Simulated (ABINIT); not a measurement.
# Cr (Im-3m) in ABINIT: single point with PBE

Aim: the single point of Cr with PBE.

Everything below comes from runs of ABINIT 10.8.3 (patched build). Logs are shortened: lines on timing, memory, paths and dates and some standing lists are left out, and cuts for length are marked. The log counts tension as positive stress, the text compression.

### 1 Starting point

Symmetry: Im-3m, No. 229, cubic system. Conventional cell: a = 2.969 Å, b = 2.969 Å, c = 2.969 Å, α = 90.00°, β = 90.00°, γ = 90.00°. Around Cr (site symmetry m-3m) lie 8 Cr at 2.57 Å.

### 2 Single point, PBE, collinear spin, ferromagnetic start

Input file run.abi:

```
# Pseudopotentials
pp_dirpath "./"
pseudos "Cr.GGA_PBE-JTH.xml"

# Structure
acell 3*1.0 Angstrom
rprim
    -1.4844496776     1.4844496776     1.4844496776
     1.4844496776    -1.4844496776     1.4844496776
     1.4844496776     1.4844496776    -1.4844496776
ntypat 1
znucl 24
natom 1
typat 1
xred
     0.0000000000     0.0000000000     0.0000000000

# Plane-wave basis
ecut 23.0
pawecutdg 45.0
pawxcdev 0

# k points
kptopt 1
ngkpt 12 12 12
nshiftk 1
shiftk 0.0 0.0 0.0

# Exchange and correlation
ixc 11

# Bands and occupations
nband 12
occopt 6
tsmear 0.1 eV

# Spin
nsppol 2
spinat
     0.0000000000     0.0000000000     3.0000000000

# SCF cycle
nstep 100
tolvrs 1.0e-9

# Output
iomode 3
prtwf 0
prtden 0
prteig 0
prtebands 0
enunit 2
```

Potentials or basis: JTH PAW PBE v2.0.

The run is started by

```console
> abinit run.abi > log 2>&1
```

run.abo:

```text
.Version 10.8.3 of ABINIT
 Symmetries : space group Im -3 m (#229); Bravais cI (body-center cubic)
================================================================================
 Values of the parameters that define the memory need of the present run
     intxc =       0    ionmov =       0      iscf =      17    lmnmax =      18
     lnmax =       6     mgfft =      24  mpssoang =       3    mqgrid =    3001
     natom =       1  nloc_mem =       2    nspden =       2   nspinor =       1
    nsppol =       2      nsym =      48    n1xccc =       1    ntypat =       1
    occopt =       6   xclevel =       2
       mpw =         475          nfft =       13824          nkpt =          72
 PAW method is used; the additional fine FFT grid is defined by:
   mgfftf=        30    nfftf =     27000
================================================================================
================================================================================

--------------------------------------------------------------------------------
------------- Echo of variables that govern the present computation ------------
--------------------------------------------------------------------------------
 -outvars: echo values of preprocessed input variables --------
            acell      1.8897261259E+00  1.8897261259E+00  1.8897261259E+00 Bohr
              amu      5.19961000E+01
             ecut      2.30000000E+01 Hartree
           enunit           2
                       outvar_i_n : Printing only first  50 k-points.
              ixc          11
                       outvar_i_n : Printing only first  50 k-points.
         kptrlatt       12    0    0      0   12    0      0    0   12
          kptrlen      5.83050565E+01
            natom           1
            nband          12
            ngfft          24      24      24
          ngfftdg          30      30      30
             nkpt          72
           nspden           2
           nsppol           2
            nstep         100
             nsym          48
           ntypat           1
                       prtocc : prtvol=0, do not print more k-points.
                       1.000000  1.000000  1.000000  1.000000  1.000000  1.000000
                       1.000000  0.000000  0.000000  0.000000  0.000000  0.000000
                       1.000000  1.000000  1.000000  1.000000  1.000000  1.000000
                       1.000000  0.000000  0.000000  0.000000  0.000000  0.000000
                       1.000000  1.000000  1.000000  1.000000  1.000000  1.000000
                       1.000000  0.000000  0.000000  0.000000  0.000000  0.000000
[... 92 lines left out ...]
                       1.000000  1.000000  1.000000  1.000000  1.000000  1.000000
                       1.000000  0.000000  0.000000  0.000000  0.000000  0.000000
                       prtocc : prtvol=0, do not print more k-points.
           occopt           6
        pawecutdg      4.50000000E+01 Hartree
         pawxcdev           0
           prtden           0
        prtebands           0
           prteig           0
            prtwf           0
            rprim     -1.4844496776E+00  1.4844496776E+00  1.4844496776E+00
                       1.4844496776E+00 -1.4844496776E+00  1.4844496776E+00
                       1.4844496776E+00  1.4844496776E+00 -1.4844496776E+00
          spgroup         229
           spinat      0.0000000000E+00  0.0000000000E+00  3.0000000000E+00
           tolvrs      1.00000000E-09
           tsmear      3.67493222E-03 Hartree
            typat      1
           useylm           1
                       outvars : Printing only first  50 k-points.
            znucl       24.00000

================================================================================

 chkinp: Checking input parameters for consistency.

================================================================================
== DATASET  1 ==================================================================

--- !DatasetInfo
iteration_state: {dtset: 1, }
dimensions: {natom: 1, nkpt: 72, mband: 12, nsppol: 2, nspinor: 1, nspden: 2, mpw: 475, }
cutoff_energies: {ecut:  23.0, pawecutdg:  45.0, }
electrons: {nelect:   1.40000000E+01, charge:   0.00000000E+00, occopt:   6.00000000E+00, tsmear:   3.67493222E-03, }
meta: {optdriver: 0, ionmov: 0, optcell: 0, iscf: 17, paral_kgb: 0, }
...

 Exchange-correlation functional for the present dataset will be:
  GGA: Perdew-Burke-Ernzerhof functional - ixc=11
  J.P.Perdew, K.Burke, M.Ernzerhof, PRL 77, 3865 (1996)

 Real(R)+Recip(G) space primitive vectors, cartesian coordinates (Bohr,Bohr^-1):
 R(1)= -2.8052033  2.8052033  2.8052033  G(1)=  0.0000000  0.1782402  0.1782402
 R(2)=  2.8052033 -2.8052033  2.8052033  G(2)=  0.1782402  0.0000000  0.1782402
 R(3)=  2.8052033  2.8052033 -2.8052033  G(3)=  0.1782402  0.1782402  0.0000000
 Unit cell volume ucvol=  8.8298440E+01 bohr^3
 Angles (23,13,12)=  1.09471221E+02  1.09471221E+02  1.09471221E+02 degrees

 Coarse grid specifications (used for wave-functions):

 getcut: wavevector=  0.0000  0.0000  0.0000  ngfft=  24  24  24
         ecut(hartree)=     23.000   => boxcut(ratio)=   2.28801

 getcut : COMMENT -
  Note that boxcut > 2.2 ; recall that boxcut=Gcut(box)/Gcut(sphere) = 2
  is sufficient for exact treatment of convolution.
  Such a large boxcut is a waste : you could raise ecut
  e.g. ecut=   30.101095 Hartrees makes boxcut=2

 Fine grid specifications (used for densities):

 getcut: wavevector=  0.0000  0.0000  0.0000  ngfft=  30  30  30
         ecut(hartree)=     45.000   => boxcut(ratio)=   2.04468

--- Pseudopotential description ------------------------------------------------
- pspini: atom type   1  psp file is ./Cr.GGA_PBE-JTH.xml
 Pseudopotential format is: paw10
 basis_size (lnmax)=  6 (lmn_size= 18), orbitals=   0   0   1   1   2   2
 Spheres core radius: rc_sph= 2.10817612
 Shapefunction is SIN type: shapef(r)=[sin(pi*r/rshp)/(pi*r/rshp)]**2
 Radius for shape functions =  1.80035846
 Compensation charge density is not taken into account in XC energy/potential

   3.78186631E+02                                ecore*ucvol(ha*bohr**3)
--------------------------------------------------------------------------------

================================================================================

--- !BeginCycle
iteration_state: {dtset: 1, }
solver: {iscf: 17, nstep: 100, nline: 4, wfoptalg: 10, }
tolerances: {tolvrs: 1.00E-09, }
...

     iter   Etot(hartree)      deltaE(h)  residm     nres2   difmagsph maxmagsph
 ETOT  1  -86.872228469509    -8.687E+01 4.973E+00 1.260E+02 6.059E-01 6.059E-01
 ETOT  2  -87.515310033110    -6.431E-01 7.971E-02 6.846E+01 3.650E-01 9.708E-01
 ETOT  3  -87.391529780235     1.238E-01 6.153E-02 9.295E+00 6.152E-01 3.556E-01
 ETOT  4  -87.411778781674    -2.025E-02 4.464E-02 1.236E+01 2.867E-01 6.894E-02
 ETOT  5  -87.412313059644    -5.343E-04 1.535E-02 5.446E+00 1.758E-02 8.652E-02
 ETOT  6  -87.412445122002    -1.321E-04 9.238E-03 3.859E+00 9.485E-02 8.325E-03
 ETOT  7  -87.413447781469    -1.003E-03 6.787E-03 1.718E+00 1.170E-02 3.375E-03
 ETOT  8  -87.413530305807    -8.252E-05 4.024E-03 4.623E-02 9.410E-03 6.035E-03
 ETOT  9  -87.413600407975    -7.010E-05 4.510E-03 1.217E-03 5.625E-03 4.102E-04
 ETOT 10  -87.413608471353    -8.063E-06 2.154E-03 2.313E-03 6.377E-04 2.275E-04
 ETOT 11  -87.413607477814     9.935E-07 1.977E-03 8.195E-06 1.439E-04 8.366E-05
 ETOT 12  -87.413607641282    -1.635E-07 1.562E-03 5.184E-06 7.773E-05 5.929E-06
 ETOT 13  -87.413607638808     2.474E-09 1.183E-03 1.980E-06 4.811E-06 1.118E-06
 ETOT 14  -87.413607640867    -2.059E-09 1.072E-03 1.816E-07 4.108E-06 2.990E-06
 ETOT 15  -87.413607640983    -1.160E-10 1.608E-03 8.521E-09 1.545E-06 1.445E-06
 ETOT 16  -87.413607641017    -3.406E-11 1.441E-03 1.972E-10 4.631E-07 9.817E-07

 At SCF step   16       nres2   =  1.97E-10 < tolvrs=  1.00E-09 =>converged.

 Cartesian components of stress tensor (hartree/bohr^3)
  sigma(1 1)=  8.52081550E-04  sigma(3 2)=  0.00000000E+00
  sigma(2 2)=  8.52081550E-04  sigma(3 1)=  0.00000000E+00
  sigma(3 3)=  8.52081550E-04  sigma(2 1)=  0.00000000E+00

--- !ResultsGS
iteration_state: {dtset: 1, }
comment   : Summary of ground state results
lattice_vectors:
- [ -2.8052033,   2.8052033,   2.8052033, ]
- [  2.8052033,  -2.8052033,   2.8052033, ]
- [  2.8052033,   2.8052033,  -2.8052033, ]
lattice_lengths: [   4.85875,    4.85875,    4.85875, ]
lattice_angles: [109.471, 109.471, 109.471, ] # degrees, (23, 13, 12)
lattice_volume:   8.8298440E+01
convergence: {deltae: -3.406E-11, res2:  1.972E-10, residm:  1.441E-03, diffor: null, }
etotal    :  -8.74136076E+01
entropy   :   0.00000000E+00
fermie    :   3.33506458E-01
cartesian_stress_tensor: # hartree/bohr^3
- [  8.52081550E-04,   0.00000000E+00,   0.00000000E+00, ]
- [  0.00000000E+00,   8.52081550E-04,   0.00000000E+00, ]
- [  0.00000000E+00,   0.00000000E+00,   8.52081550E-04, ]
pressure_GPa:  -2.5069E+01
xred      :
- [  0.0000E+00,   0.0000E+00,   0.0000E+00, Cr]
cartesian_forces: # hartree/bohr
- [ -0.00000000E+00,  -0.00000000E+00,  -0.00000000E+00, ]
force_length_stats: {min:   0.00000000E+00, max:   0.00000000E+00, mean:   0.00000000E+00, }
...

 Integrated electronic and magnetization densities in atomic spheres:
 ------------------------------------------------------------------------------------------------------------
 Radius=ratsph(iatom), smearing ratsm=  0.0000. Diff(up-dn)=approximate z local magnetic moment.
    Atom    Radius    up_density   dn_density  Total(up+dn)  Diff(up-dn)
    1 Cr   2.10818     6.030908     6.030909     12.061816    -0.000001
 ------------------------------------------------------------------------------------------------------------
  Sum:                 6.030908     6.030909     12.061816    -0.000001
 Total magnetization (from the atomic spheres):               -0.000001
 Total magnetization (exact up - dn):                          0.000001

================================================================================

 ----iterations are completed or convergence reached----

 Mean square residual over all n,k,spin=   26.224E-07; max=  14.406E-04
 reduced coordinates (array xred) for    1 atoms
       0.000000000000      0.000000000000      0.000000000000
 rms dE/dt=  0.0000E+00; max dE/dt=  0.0000E+00; dE/dt below (all hartree)
    1       0.000000000000      0.000000000000      0.000000000000

 cartesian coordinates (angstrom) at end:
    1      0.00000000000000     0.00000000000000     0.00000000000000

 cartesian forces (hartree/bohr) at end:
    1     -0.00000000000000    -0.00000000000000    -0.00000000000000
 frms,max,avg= 0.0000000E+00 0.0000000E+00   0.000E+00  0.000E+00  0.000E+00 h/b

 cartesian forces (eV/Angstrom) at end:
    1     -0.00000000000000    -0.00000000000000    -0.00000000000000
 frms,max,avg= 0.0000000E+00 0.0000000E+00   0.000E+00  0.000E+00  0.000E+00 e/A
 length scales=  1.889726125908  1.889726125908  1.889726125908 bohr
              =  1.000000000000  1.000000000000  1.000000000000 angstroms
 Fermi (or HOMO) energy (hartree) =   0.33351   Average Vxc (hartree)=  -0.46116
 Magnetization (Bohr magneton)=  8.92094596E-07
 Total spin up =  7.00000045E+00   Total spin down =  6.99999955E+00
 Eigenvalues (hartree) for nkpt=  72  k points, SPIN UP:
 kpt#   1, nband= 12, wtk=  0.00058, kpt=  0.0000  0.0000  0.0000 (reduced coord)
  -2.30864   -1.23992   -1.23992   -1.23992    0.05526    0.30613    0.30613    0.30613
   0.37093    0.37093    1.12405    1.12405
      occupation numbers for kpt#   1
   1.00000    1.00000    1.00000    1.00000    1.00000    1.00000    1.00000    1.00000
   0.00000    0.00000    0.00000    0.00000
 prteigrs : prtvol=0 or 1, do not print more k-points.

 Eigenvalues (hartree) for nkpt=  72  k points, SPIN DOWN:
 kpt#   1, nband= 12, wtk=  0.00058, kpt=  0.0000  0.0000  0.0000 (reduced coord)
  -2.30864   -1.23992   -1.23992   -1.23992    0.05526    0.30613    0.30613    0.30613
   0.37093    0.37093    1.12405    1.12405
      occupation numbers for kpt#   1
   1.00000    1.00000    1.00000    1.00000    1.00000    1.00000    1.00000    1.00000
   0.00000    0.00000    0.00000    0.00000
 prteigrs : prtvol=0 or 1, do not print more k-points.

 Fermi (or HOMO) energy (eV) =   9.07517   Average Vxc (eV)= -12.54873
 Eigenvalues (   eV  ) for nkpt=  72  k points, SPIN UP:
 kpt#   1, nband= 12, wtk=  0.00058, kpt=  0.0000  0.0000  0.0000 (reduced coord)
 -62.82125  -33.73991  -33.73991  -33.73991    1.50371    8.33016    8.33016    8.33016
  10.09347   10.09347   30.58684   30.58684
 prteigrs : prtvol=0 or 1, do not print more k-points.

 Eigenvalues (   eV  ) for nkpt=  72  k points, SPIN DOWN:
 kpt#   1, nband= 12, wtk=  0.00058, kpt=  0.0000  0.0000  0.0000 (reduced coord)
 -62.82125  -33.73992  -33.73992  -33.73992    1.50372    8.33016    8.33016    8.33016
  10.09346   10.09346   30.58686   30.58686
 prteigrs : prtvol=0 or 1, do not print more k-points.

--- !EnergyTerms
iteration_state     : {dtset: 1, }
comment             : Components of total free energy in Hartree
kinetic             :  1.50989904810322E+01
hartree             :  1.74674484691105E+01
xc                  : -4.69680515580604E+00
Ewald energy        : -6.35684538755965E+01
psp_core            :  4.28304996089374E+00
local_psp           : -5.05927476665171E+01
PAW spherical_terms : -5.40509618368386E+00
internal            : -8.74136139705671E+01
'-kT*entropy'       :  1.52307573963961E-05
total_energy        : -8.74135987398097E+01
total_energy_eV     : -2.37864519846016E+03
...

--- !EnergyTermsDC
iteration_state     : {dtset: 1, }
comment             : '"Double-counting" decomposition of free energy'
band_energy         : -1.05827120970475E+01
Ewald energy        : -6.35684538755965E+01
psp_core            :  4.28304996089374E+00
xc_dc               : -1.60496582255804E+01
PAW spherical_terms : -1.49584863444351E+00
internal            : -8.74136228717741E+01
'-kT*entropy'       :  1.52307573963961E-05
total_energy_dc     : -8.74136076410167E+01
total_energy_dc_eV  : -2.37864544067434E+03
...

--- !EnergyTermsWithPAWCore
iteration_state     : {dtset: 1, }
comment             : 'Components of total free energy, including PAW core contributions'
Total energy        : -1.05087065767033E+03
Total energy DC     : -1.05087066657154E+03
Total energy (eV)   : -2.85956473604355E+04
Total energy DC (eV): -2.85956476026497E+04
...

 Cartesian components of stress tensor (hartree/bohr^3)
  sigma(1 1)=  8.52081550E-04  sigma(3 2)=  0.00000000E+00
  sigma(2 2)=  8.52081550E-04  sigma(3 1)=  0.00000000E+00
  sigma(3 3)=  8.52081550E-04  sigma(2 1)=  0.00000000E+00

-Cartesian components of stress tensor (GPa)         [Pressure= -2.5069E+01 GPa]
- sigma(1 1)=  2.50691047E+01  sigma(3 2)=  0.00000000E+00
- sigma(2 2)=  2.50691047E+01  sigma(3 1)=  0.00000000E+00
- sigma(3 3)=  2.50691047E+01  sigma(2 1)=  0.00000000E+00

== END DATASET(S) ==============================================================
================================================================================

 -outvars: echo values of variables after computation  --------
            acell      1.8897261259E+00  1.8897261259E+00  1.8897261259E+00 Bohr
           etotal     -8.7413607641E+01
            fcart     -0.0000000000E+00 -0.0000000000E+00 -0.0000000000E+00
            rprim     -1.4844496776E+00  1.4844496776E+00  1.4844496776E+00
                       1.4844496776E+00 -1.4844496776E+00  1.4844496776E+00
                       1.4844496776E+00  1.4844496776E+00 -1.4844496776E+00
           strten      8.5208154977E-04  8.5208154977E-04  8.5208154977E-04
                       0.0000000000E+00  0.0000000000E+00  0.0000000000E+00
 Calculation completed.
```

Wall time 37 s (1 thread of Arm Neoverse V1, shared host); peak memory 0.12 GiB.

What came out:

* Free energy: -2378.6454 eV
* Pressure: -25.1 GPa
* Band gap on the k mesh: none (metal or under the smearing width)
* Net moment: 0.00 μB per cell
* Valence electrons inside the program's atomic spheres: Cr 12.06 (radii [1.1156] Å)

Levels at points of the mesh, in eV from the Fermi level:
Spin up:
```tsv
k point	band 4	band 5	band 6	band 7	band 8	band 9	band 10	band 11
(0.00, 0.00, 0.00)	-42.82	-7.57	-0.74	-0.74	-0.74	1.02	1.02	21.51
(0.50, 0.00, 0.00)	-42.82	-3.88	-2.05	0.95	0.99	1.29	2.42	8.37
(0.50, 0.50, 0.50)	-43.25	-3.61	-3.61	2.10	2.10	2.10	9.64	9.64
```
Spin down:
| k point | band 4 | band 5 | band 6 | band 7 | band 8 | band 9 | band 10 | band 11 |
| --- | --- | --- | --- | --- | --- | --- | --- | --- |
| (0.00, 0.00, 0.00) | -42.82 | -7.57 | -0.74 | -0.74 | -0.74 | 1.02 | 1.02 | 21.51 |
| (0.50, 0.00, 0.00) | -42.82 | -3.88 | -2.05 | 0.95 | 0.99 | 1.29 | 2.42 | 8.37 |
| (0.50, 0.50, 0.50) | -43.25 | -3.61 | -3.61 | 2.10 | 2.10 | 2.10 | 9.64 | 9.64 |

Caveat: the starting moments collapsed, and a magnetic state may lie lower.
